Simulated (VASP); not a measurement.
A run of VASP 6.6.1:

File POSCAR:

```
Te2Mo                                   
1.0
    3.4956786110      0.0000000000      0.0000000000
   -1.7478393055      3.0273464806      0.0000000000
    0.0000000000      0.0000000000     13.6948374035
  Te              Mo            
     4     2
Direct
     0.3333333332999970    0.6666666667000030    0.6172428415994347
     0.6666666667000030    0.3333333332999970    0.1172428415994347
     0.3333333332999970    0.6666666667000030    0.8827571584005653
     0.6666666667000030    0.3333333332999970    0.3827571584005653
     0.3333333332999970    0.6666666667000030    0.2500000000000000
     0.6666666667000030    0.3333333332999970    0.7500000000000000
```

The input INCAR.step1:

```
  PREC = Accurate
  ENCUT = 520
  EDIFF = 1E-5
  ISMEAR = 0
  SIGMA = 0.03
  LREAL = F
  LASPH = T
  NELM = 80
  ALGO = Normal
  ISIF = 2
  LWAVE = T
  LCHARG = F
  MAGMOM = 0 0 0 0 0 0 0 0 0 0 0 0 0 0 0 0 0 0
  LORBIT = 11
  LSORBIT = T
  GGA_COMPAT = F
  LMAXMIX = 4
  KPAR = 2
  GGA = PE
```

INCAR.step2

```
  PREC = Accurate
  ENCUT = 520
  EDIFF = 1E-6
  ISMEAR = 0
  SIGMA = 0.03
  LREAL = F
  LASPH = T
  NELM = 80
  ALGO = Normal
  ISIF = 2
  LWAVE = F
  LCHARG = F
  MAGMOM = 0 0 0 0 0 0 0 0 0 0 0 0 0 0 0 0 0 0
  LORBIT = 11
  LSORBIT = T
  GGA_COMPAT = F
  LMAXMIX = 4
  METAGGA = MBJ
  KPAR = 2
  ISTART = 1
```

KPOINTS

```
regular mesh
0
Gamma
  9 9 2
```

Contents of KPOINTS_OPT:

```
explicit points
258
Reciprocal
 0.0000000000  0.0000000000  0.0000000000 1
 0.0263157895  0.0000000000  0.0000000000 1
 0.0526315789  0.0000000000  0.0000000000 1
 0.0789473684  0.0000000000  0.0000000000 1
 0.1052631579  0.0000000000  0.0000000000 1
 0.1315789474  0.0000000000  0.0000000000 1
[... 250 lines left out ...]
 0.5000000000  0.0000000000  0.0778388600 1
 0.5000000000  0.0000000000 -0.0778388600 1
```

Potentials or basis: VASP PAW PBE potentials, release 64 (Te, Mo_sv).

Run with:

```bash
$ cat potpaw_PBE.64/Te/POTCAR potpaw_PBE.64/Mo_sv/POTCAR > POTCAR
$ cp INCAR.step1 INCAR
$ mpirun -np 2 vasp_ncl > vasp.out
$ cp INCAR.step2 INCAR
$ mpirun -np 2 vasp_ncl > vasp.out
```

Hardware: 2 MPI ranks on Intel(R) Xeon(R) Platinum 8175M CPU @ 2.50GHz (Skylake/Cascade Lake), on a shared host.

**Question.** How long does it take, and how much memory?

**Answer.** Wall time 86 min on 2 MPI ranks on Intel(R) Xeon(R) Platinum 8175M CPU @ 2.50GHz (Skylake/Cascade Lake), on a shared host, peak memory 0.93 GiB a rank. Counts: scf iterations 123, k points 24.
